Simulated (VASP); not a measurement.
Ca: single point with PBE

The system is Ca.

```
Ca
1.0
     3.66160    0.00000    0.00000
    -1.83080    3.17104    0.00000
     0.00000    0.00000    6.52000
Ca
2
Direct
  0.33333 0.66667 0.25000
  0.66667 0.33333 0.75000
```

The cell isn't the ideal one: strain -0.080 along x and y, +0.000 along z, atoms carried along.

| Quantity | Value |
| --- | --- |
| Program | VASP 6.6.1 |
| Task | single point |
| Functional | PBE |
| Potentials or basis | VASP PAW PBE potentials, release 64 (Ca_sv) |
| Cutoff | 520 eV |
| k mesh | 15 × 15 × 8 |
| Occupations | gaussian, width 0.15 eV |
| Spin | no spin polarisation |
| Dipole correction | no |
| Further INCAR settings | ALGO = Fast; EDIFF = 1e-06; NBANDS = 17 |

The pressure is 2.4 GPa and the band gap on the k mesh is none (metal or under the smearing width).

Stress tensor (GPa, compression positive):
```
3.49 0.00 0.00
0.00 3.49 0.00
0.00 0.00 0.09
```

Levels at points of the mesh, in eV from the Fermi level:
```tsv
k point	band 7	band 8	band 9	band 10	band 11	band 12	band 13	band 14
(0.00, 0.00, 0.00)	-22.70	-22.70	-4.25	-1.36	-0.46	2.02	2.49	2.49
(0.00, 0.00, 0.50)	-22.71	-22.71	-3.27	-3.27	1.14	1.14	2.52	2.52
```

Run time: 73 s on 1 thread of Intel(R) Xeon(R) 6975P-C (Granite Rapids), with other jobs on the host, peak memory 0.28 GiB.
